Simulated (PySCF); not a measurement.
A run of PySCF 2.14.0 is set up as follows.

run.py

```python
import json
import numpy as np
from pyscf.pbc import gto, scf, dft, df
from pyscf.pbc.tools import pyscf_ase
from ase.io import read

atoms = read('POSCAR')
cell = pyscf_ase.cell_from_ase(atoms)
cell.basis = 'DZVP-MOLOPT-HYB-GTH-q5'
cell.pseudo = 'GTH-HYB-q5'
cell.ke_cutoff = 50  # hartree
cell.exp_to_discard = 0.02
cell.precision = 1e-08
cell.max_memory = 5880  # MB
cell.verbose = 4
cell.build()

res = {}
kpts = cell.make_kpts([4, 4, 4])
mf = dft.KRKS(cell, kpts, xc='1*HF + 0*GGA_X_PBE, GGA_C_PBE', exxdiv='ewald')
mf = mf.density_fit()
mf.with_df._cderi = 'cderi.h5'  # three-centre integrals saved by an earlier run on this cell, basis and mesh
mf.grids = dft.gen_grid.UniformGrids(cell)
mf = mf.smearing(sigma=0.00183747, method='fermi')  # hartree
mf.conv_tol = 1e-07
mf.max_cycle = 60

mf.kernel()
res.update(converged=bool(mf.converged), e_tot=mf.e_tot, nelec=cell.nelectron, nao=cell.nao, mesh=list(map(int, cell.mesh)), a=cell.lattice_vectors().tolist(), coords=cell.atom_coords().tolist(),
           mo_energy=[np.real(x).tolist() for x in mf.mo_energy], mo_occ=[np.real(x).tolist() for x in mf.mo_occ])
res.update(e_free=mf.e_free, e_zero=mf.e_zero)
res.update(kpts=cell.get_scaled_kpts(kpts).tolist())
res['parts'] = {k: float(np.real(v)) for k, v in mf.scf_summary.items() if np.isscalar(v)}
json.dump(res, open('results.json', 'w'))
if not mf.converged:
    raise SystemExit('SCF not converged')

print('levels (eV)')
for i, kp in enumerate(res['kpts'][:40]):
    print('k %7.4f %7.4f %7.4f  ' % tuple(kp), ' '.join('%.3f' % (x * 27.211386) for x in res['mo_energy'][i][:8]))

# Mulliken populations
dm, s = np.asarray(mf.make_rdm1()), np.asarray(mf.get_ovlp())
sites = cell.aoslice_by_atom()[:, 2:]
tot = np.einsum('kij,kji->i', dm, s).real / len(kpts)
res['mulliken'] = [cell.atom_charge(i) - tot[a0:a1].sum() for i, (a0, a1) in enumerate(sites)]
print('Mulliken charges', np.round(res['mulliken'], 5))
res['meta_lowdin'] = mf.mulliken_meta()[1].tolist()
res['done'] = True
json.dump(res, open('results.json', 'w'))
```

POSCAR

```
Bi
1.0
   -1.9814305318      1.9814305318      1.9814305318
    1.9814305318     -1.9814305318      1.9814305318
    1.9814305318      1.9814305318     -1.9814305318
Bi
1
Direct
    0.0000000000      0.0000000000      0.0000000000
```

Potentials or basis: DZVP-MOLOPT-HYB/GTH-HYB (UZH) (potentials made for PBE0).

Command:

```console
$ OMP_NUM_THREADS=4 python -u run.py > log
```

Question: Estimate the band gap on the k mesh.

Answer: None (metal or under the smearing width).

Caveat: the k mesh is coarse (spacing up to 0.56 Å⁻¹), so the values aren't converged, least of all with exact exchange; on so small a mesh gaps with full-range exact exchange can be off by tenths of an eV to over 1 eV; spin-orbit coupling is left out, which moves the levels of the heavy elements; the basis of atomic orbitals isn't converged, which shifts pressures, moduli and gaps.
